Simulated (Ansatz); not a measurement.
KCl

The computed numbers are results of PBEsol, scalar-relativistic (no spin polarisation) in the plane-wave PAW code Ansatz at 420 eV, Γ-centred 10×10×10 mesh; PAW files: Ansatz's generated set soft_2.

```yaml
crystal:
  lattice:
    - [0.00000, 3.12083, 3.12083]
    - [3.12083, 0.00000, 3.12083]
    - [3.12083, 3.12083, 0.00000]
  atoms:
    - { symbol: K, position: [0.00000, 0.00000, 0.00000] }
    - { symbol: Cl, position: [0.50000, 0.50000, 0.50000] }
```

The chain of runs began from a measured cell (COD), expanded in volume.

Question: What is the high-frequency dielectric tensor ε∞ (density-functional perturbation theory, local fields included)?

Answer: 2.38 (isotropic)

Question: What is the static dielectric tensor, the lattice's part included?

Answer: 5.25 (isotropic)

Question: Give the Born effective charges (a third of the trace, site by site).

Answer: K 1.12; Cl -1.12 e.

Question: List the optical modes at the zone centre without the LO–TO term, with degeneracy and infrared intensity.

Answer: 
```json
{"ω (cm⁻¹)": "139", "degeneracy": "3", "IR intensity ((D/Å)²/u)": "4.70"}
```

Question: Sketch the imaginary part of the dielectric function for independent particles (no excitons, no local fields), averaged over directions.

Answer: On a grid of 0.25 eV up to 12 eV it peaks at 10.25 eV with ε2 = 5.1; the gap on the mesh is 5.11 eV, and the smallest direct one, where absorption can begin, 5.11 eV.
ħω (eV), ε2 and a bar:
```
     0.00       0.00 
     0.50       0.00 
     1.00       0.00 
     1.50       0.00 
     2.00       0.00 
     2.50       0.00 
     3.00       0.00 
     3.50       0.00 
     4.00       0.00 
     4.50       0.00 
     5.00       0.01 
     5.50       0.45 ###
     6.00       0.66 ####
     6.50       0.87 ######
     7.00       2.17 ##############
     7.50       3.17 #####################
     8.00       4.59 ##############################
     8.50       2.53 ################
     9.00       1.57 ##########
     9.50       1.53 ##########
    10.00       4.10 ###########################
    10.50       3.76 #########################
    11.00       3.03 ####################
    11.50       1.67 ###########
    12.00       0.74 #####
```

An ε∞ of 2.38 means a refractive index of √ε∞ = 1.54 below the gap, far above the lattice modes.

With one infrared-active mode the Lyddane–Sachs–Teller relation ties the modes to the static constant, ε0 = 5.25, which is built from the same mode and Born charges: ω_LO = ω_TO √(ε0/ε∞) = 138.6 × √(5.25/2.38) = 206 cm⁻¹, and the run has a mode at 206 cm⁻¹.

The mean Born charge of K is 1.12 against a formal +1. It exceeds the formal charge because moving the ion changes its mixing with the anions' p states, and electrons flow along the bond.

Semilocal functionals make the gap too small and so ε∞ somewhat too large.
